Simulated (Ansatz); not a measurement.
Runs of Ansatz 0.2.0 on SnO. The structure is tetragonal, space group P4/nmm (No. 129). The conventional cell has a = 3.814 Å, b = 3.814 Å, c = 4.887 Å, α = 90.00°, β = 90.00°, γ = 90.00°. Around Sn (site symmetry 4mm) lie 4 O at 2.23 Å. O (site symmetry -4m2) is surrounded by 4 Sn at 2.23 Å. The cell is a database's computed one.

```tsv
task	level	potentials or basis	k mesh	cutoff (eV)	points for each segment of the path	gap on the mesh (eV)	V0 of scaled cells (Å³/atom)	B0 (GPa)	largest force (eV/Å)
equation of state	SVWN5	Ansatz PAW	7 × 7 × 6	420	-	-	17.15	103	-
equation of state	PBE	Ansatz NC	7 × 7 × 6	1240	-	-	18.48	(a)	-
band structure	HSE06	Ansatz PAW	6 × 6 × 4	420	4	0.52	-	-	0.26
band structure	PBE	Ansatz PAW	7 × 7 × 6	420	14	(b)	-	-	0.37
equation of state	r2SCAN+D3(BJ)	Ansatz PAW	7 × 7 × 6	500	-	-	(c)	101	-
```

Alike in all rows: no spin polarisation; cell as given; smearing fermi-dirac 0.05 eV.

Q: Estimate the missing entries.

A: (a) 85; (b) 0.37; (c) 17.50.

Caveats: the cell was scaled at fixed shape and fractional positions, which overstates the stiffness of a crystal with free parameters, most of all of layers and chains (some runs); the PAW data sets come from PBE, with cores solved anew for the run's functional, which leaves a small shift of forces and pressure (some runs); spin-orbit coupling is left out, which moves the levels of the heavy elements (some runs); the k mesh misses the band edges, so the gap on the mesh is wider than the one along the path (some runs).

A k mesh can miss the band edges, and the runs leave out spin-orbit coupling on Sn.

Not every run made on this cell is shown here.
